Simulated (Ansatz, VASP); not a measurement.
## Si: VASP beside Ansatz

The input POSCAR:

```
Si
1.0
    0.0000000000      2.7221188958      2.6540659234
    2.7221188958      0.0000000000      2.6540659234
    2.7221188958      2.7221188958      0.0000000000
Si
2
Direct
    0.0000000000      0.0000000000      0.0000000000
    0.2500000000      0.2500000000      0.2500000000
```

Contents of INCAR.step1:

```
SYSTEM = Si
ALGO = Normal
EDIFF = 1E-5
ENCUT = 520
GGA = PE
ISIF = 2
ISMEAR = 0
LASPH = .TRUE.
LREAL = .FALSE.
LWAVE = .TRUE.
NBANDS = 11
NELM = 100
PREC = Accurate
SIGMA = 0.01
```

The input INCAR.step2:

```
SYSTEM = Si
ALGO = Normal
EDIFF = 1E-6
ENCUT = 520
GGA = PE
HFSCREEN = 0.2079
ISIF = 2
ISMEAR = 0
ISTART = 1
LASPH = .TRUE.
LCHARG = .TRUE.
LELF = .TRUE.
LHFCALC = .TRUE.
LREAL = .FALSE.
LVHAR = .TRUE.
LWAVE = .FALSE.
NBANDS = 11
NELM = 100
PREC = Accurate
PRECFOCK = Normal
SIGMA = 0.01
```

The input KPOINTS:

```
k-points
0
G
  6 6 6
  0 0 0
```

Input for Ansatz:

```yaml
crystal:
  lattice:
    - [0.0, 2.7221188958, 2.6540659234]
    - [2.7221188958, 0.0, 2.6540659234]
    - [2.7221188958, 2.7221188958, 0.0]
  atoms:
    - { symbol: Si, position: [0.0, 0.0, 0.0] }
    - { symbol: Si, position: [0.25, 0.25, 0.25] }
kpoints:
  mp_grid: { grid: [6, 6, 6] }
  band_path:
    path:
      - [0.0, 0.0, 0.0]
      - [0.5, 0.0, 0.5]
      - [0.625, 0.25, 0.625]
      - [0.375, 0.375, 0.75]
      - [0.5, 0.5, 0.5]
      - [0.5, 0.25, 0.75]
      - [0.4, 0.0, 0.4]
    npoints: 1
hamiltonian:
  xc: hse06
scf:
  occupations: { method: fixed }
  n_extra_bands: 4
output:
  forces: true
  stress: true
  eigenvalues: true
```

Change from the starting cell: uniaxial_z strain -2.5%.

Alike in both runs: task single point; functional HSE06; k mesh 6 × 6 × 6; no spin polarisation.

```csv
,VASP,Ansatz
version,VASP 6.6.1,Ansatz 0.2.0
potentials or method,"VASP PAW PBE potentials, release 64 (Si)","plane waves, PAW"
plane-wave cutoff (eV),520,420
occupations,"gaussian, width 0.01 eV",fixed
valence electrons in the cell,8,8
```

|  | VASP | Ansatz | Ansatz less VASP |
| --- | --- | --- | --- |
| gap on the k mesh at the Fermi level (eV) | 0.99 | 0.98 | -0.012 |
| pressure (GPa) | 2.0 | 2.4 | +0.36 |
| largest component of the traceless stress (GPa) | 1.73 | 1.72 | -0.016 |

Ansatz warned: «stress_exchange_threshold_loose».

Caveats: the PAW data sets were made with another functional, which shifts forces and pressure a little (VASP). A k mesh can miss the band edges.
